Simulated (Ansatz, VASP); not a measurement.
# One calculation of NbSi, two programs

INCAR

```
  ALGO = Normal
  EDIFF = 1E-8
  ENCUT = 520
  GGA = PE
  ISIF = 2
  ISMEAR = -1
  LASPH = True
  LCHARG = False
  LEFG = True
  LREAL = False
  LWAVE = False
  NBANDS = 16
  NELM = 100
  PREC = Accurate
  SIGMA = 0.05
```

The input KPOINTS:

```
k-points
0
Gamma
  14 14 14
```

Contents of POSCAR:

```
NbSi
1.0
    0.0000000000      2.5736511627      2.5736511627
    2.5736511627      0.0000000000      2.5736511627
    2.5736511627      2.5736511627      0.0000000000
Nb Si
1 1
Direct
    0.0000000000      0.0000000000      0.0000000000
    0.5000000000      0.5000000000      0.5000000000
```

Input for Ansatz:

```yaml
crystal:
  lattice:
    - [0.0, 2.5736511627, 2.5736511627]
    - [2.5736511627, 0.0, 2.5736511627]
    - [2.5736511627, 2.5736511627, 0.0]
  atoms:
    - { symbol: Nb, position: [0.0, 0.0, 0.0] }
    - { symbol: Si, position: [0.5, 0.5, 0.5] }
kpoints:
  mp_grid: { grid: [14, 14, 14] }
  band_path:
    path:
      - [0.0, 0.0, 0.0]
      - [0.5, 0.0, 0.5]
      - [0.625, 0.25, 0.625]
      - [0.375, 0.375, 0.75]
      - [0.0, 0.0, 0.0]
      - [0.5, 0.5, 0.5]
      - [0.5, 0.25, 0.75]
      - [0.5, 0.0, 0.5]
    npoints: 8
scf:
  occupations: { method: fermi_dirac, width: 0.05 }
hamiltonian:
  xc: pbe
  pseudopotentials: { kind: paw }
output:
  forces: true
  stress: true
  eigenvalues: true
  efg: { contact_densities: true }
  populations: true
  bader: true
  dos: { projected: true, de: 0.2, e_range: [-14, 8] }
```

Alike in both runs: task electric field gradients; functional PBE; k mesh 14 × 14 × 14; occupations fermi-dirac, width 0.05 eV; no spin polarisation.

```csv
,VASP,Ansatz
version,VASP 6.6.1,Ansatz 0.2.0
potentials or method,"VASP PAW PBE potentials, release 64 (Nb_sv, Si)","PAW with Ansatz's default frozen-core files, scalar-relativistic"
plane-wave cutoff (eV),520,420
valence electrons in the cell,17,17
```

Ansatz gave:

* pressure (GPa): 0.0
* Vzz of the field gradient on the site that differs most (V/Å²): 0.0

**Question.** Estimate VASP's values.

**Answer.** Pressure (GPa): -0.2; Vzz of the field gradient on the site that differs most (V/Å²): 0.0.

Ansatz warned: «gradients_without_spin_orbit».
